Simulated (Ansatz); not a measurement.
CoO:

```
Co O
1.0
    -1.50800    1.50800    2.10725
     1.50800   -1.50800    2.10725
     1.50800    1.50800   -2.10725
Co O
1 1
Cartesian
  0.0000 0.0000 0.0000
  0.0000 0.0000 2.1073
```

Base run:

| Quantity | Value |
| --- | --- |
| Program | Ansatz 0.2.0 |
| Functional | PBE |
| Potentials or basis | Ansatz PAW |
| Cutoff | 420 eV (not typed: the program's choice for these potentials) |
| k mesh | 12 × 12 × 12 |
| Occupations | fermi-dirac, width 0.05 eV |
| Spin | collinear spin, ferromagnetic start |
| Starting moments | [2.0, 0.0] μB |

Its results: band gap on the k mesh none (metal or under the smearing width); pressure 0.0 GPa; net moment 2.92 μB per cell; site moments Co +2.48; O +0.32 μB.

Task: After a change of settings the same cell gave: band gap on the k mesh none (metal or under the smearing width); pressure -5.0 GPa; net moment 2.41 μB per cell; site moments Co +2.13; O +0.16 μB. Which change was it?
A. k mesh from 12 × 12 × 12 to 4 × 4 × 4
B. hubbard terms from none to Co d U = 7 eV; hubbard projectors from none to ortho-atomic (the default)
C. functional from PBE to PBEsol; hubbard terms from none to Co d U = 3.5 eV; hubbard projectors from none to ortho-atomic (the default)

Result: A.

Caveats: some runs use coarse meshes; a cell with one magnetic atom can't hold antiferromagnetic order, which such compounds often take; semilocal functionals often make such compounds metallic where correlation or magnetic order opens a gap, which also shifts bond lengths.
